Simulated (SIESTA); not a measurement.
Crystal: ZnS (Wurtzite-2H).

```
CELL_PARAMETERS angstrom
3.81100 0.00000 0.00000
-1.90550 3.30042 0.00000
0.00000 0.00000 6.23400
ATOMIC_POSITIONS crystal
Zn 0.66667 0.33333 0.50000
Zn 0.33333 0.66667 0.00000
S 0.66667 0.33333 0.88500
S 0.33333 0.66667 0.38500
```

Base run:

```yaml
Program: SIESTA 5.4.2
Functional: PBE
Potentials_or_basis: PseudoDojo 0.4 standard (PBE files)
Basis: DZP (energy shift 0.003 Ry; two zetas on semicore shells)
Grid_cutoff: 800 Ry
Energy_shift: 0.003 Ry
k_mesh: 8 × 8 × 5
Occupations: fermi-dirac, width 0.05 eV
Spin: no spin polarisation
```

Its results: band gap on the k mesh 2.62 eV, direct; pressure 3.1 GPa; largest force 0.357 eV/Å.

Q: The run is repeated on the same cell with these changes: functional from PBE to AM05; potentials or basis from PseudoDojo 0.4 standard (PBE files) to PseudoDojo 0.4 standard (PBEsol files). What comes out?

A: Band gap on the k mesh 2.56 eV, direct; pressure -0.2 GPa; largest force 0.337 eV/Å.

Caveats: short orbitals over semicore shells can move pressures by several GPa; the valence orbitals were made in a potential fitted to the semicore shell under them, which widens gaps by tenths of an eV or more; the basis of atomic orbitals isn't converged, which shifts pressures, moduli and gaps; the potentials were made for another functional, which shifts forces and pressure (some runs).
